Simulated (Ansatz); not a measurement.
Crystal: TiAl3.

```
CELL_PARAMETERS angstrom
-1.91111 1.91111 4.28067
1.91111 -1.91111 4.28067
1.91111 1.91111 -4.28067
ATOMIC_POSITIONS crystal
Ti 0.00000 0.00000 0.00000
Al 0.25000 0.75000 0.50000
Al 0.75000 0.25000 0.50000
Al 0.50000 0.50000 0.00000
```

The cell comes from a database or a generator and needn't be the stable form of this composition.

| Property | Result |
| --- | --- |
| Program | Ansatz 0.2.0 |
| Task | relaxation of cell and atoms |
| Functional | RPBE |
| Potentials or basis | Ansatz PAW |
| Cutoff | 420 eV (not typed: the program's choice for these potentials) |
| k mesh | 10 × 10 × 10 |
| Occupations | fermi-dirac, width 0.05 eV |
| Spin | no spin polarisation |

At the start: volume 15.63 Å³/atom.

Question: Where does the relaxation end?

Answer: It ends after 5 steps and the volume is 16.28 Å³/atom (+4.1 %); space group I4/mmm (No. 139, to 0.05 Å).

Step by step:
```tsv
step	energy change (eV)	largest force (eV/Å)	volume (Å³)
1	0.0000	0.0000	62.54
2	-0.0276	0.0000	66.10
3	-0.0337	0.0000	65.17
4	-0.0337	0.0000	65.11
5	-0.0349	0.0000	65.11
```

Final structure:
```
CELL_PARAMETERS angstrom
-1.93767 1.93767 4.33541
1.93767 -1.93767 4.33541
1.93767 1.93767 -4.33541
ATOMIC_POSITIONS crystal
Ti 0.00000 0.00000 0.00000
Al 0.25000 0.75000 0.50000
Al 0.75000 0.25000 0.50000
Al 0.50000 0.50000 0.00000
```

Caveat: the plane-wave basis is chosen anew once the cell has moved, so the energies of steps on either side of that aren't comparable; the PAW data sets come from PBE, with cores solved anew for the run's functional, which leaves a small shift of forces and pressure.
